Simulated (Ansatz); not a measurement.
The parent structure is InN in the wurtzite structure (space group P6_3mc, No. 186; a = 3.5805 Å, c = 5.7878 Å). Axes: x lies along a and z along c of the hexagonal cell.

Structures relaxed with PBE (Ansatz, an electronic-structure program), scalar-relativistic without spin-orbit coupling.

Base:

Simulated powder pattern, Cu Kα1, λ = 1.54056 Å (kinematic, ideal powder, no thermal factors, no anomalous dispersion; the 10 strongest lines at most, above 2 %, up to 2θ = 90°):

```
2θ (°)  I/Imax (%)    hkl
------  ----------  -----
28.77           35  (100)
30.87           32  (002)
32.74          100  (101)
42.70           19  (102)
50.97           27  (110)
56.10           28  (103)
60.79           26  (112)
61.91           16  (201)
79.19          9.7  (203)
84.22           13  (211)
```

It is then changed as follows: biaxial strain −2.84 %, plane normal [001], relaxed out of plane (Cartesian); in-plane vectors clamped, the third vector and the atoms free.

After the change:

Simulated powder pattern, Cu Kα1, λ = 1.54056 Å (kinematic, ideal powder, no thermal factors, no anomalous dispersion; the 10 strongest lines at most, above 2 %, up to 2θ = 90°):

```json
[
 {"2θ (°)": "29.63", "I/Imax (%)": "34", "hkl": "(100)"},
 {"2θ (°)": "30.24", "I/Imax (%)": "34", "hkl": "(002)"},
 {"2θ (°)": "33.36", "I/Imax (%)": "100", "hkl": "(101)"},
 {"2θ (°)": "42.85", "I/Imax (%)": "19", "hkl": "(102)"},
 {"2θ (°)": "52.57", "I/Imax (%)": "25", "hkl": "(110)"},
 {"2θ (°)": "55.73", "I/Imax (%)": "30", "hkl": "(103)"},
 {"2θ (°)": "61.85", "I/Imax (%)": "25", "hkl": "(112)"},
 {"2θ (°)": "63.70", "I/Imax (%)": "15", "hkl": "(201)"},
 {"2θ (°)": "80.16", "I/Imax (%)": "9.9", "hkl": "(203)"},
 {"2θ (°)": "87.09", "I/Imax (%)": "13", "hkl": "(211)"}
]
```

The indices refer to the base's conventional cell; one index is shown for lines that coincide.

No phonon test of stability was made. The final runs are not spin-polarised.
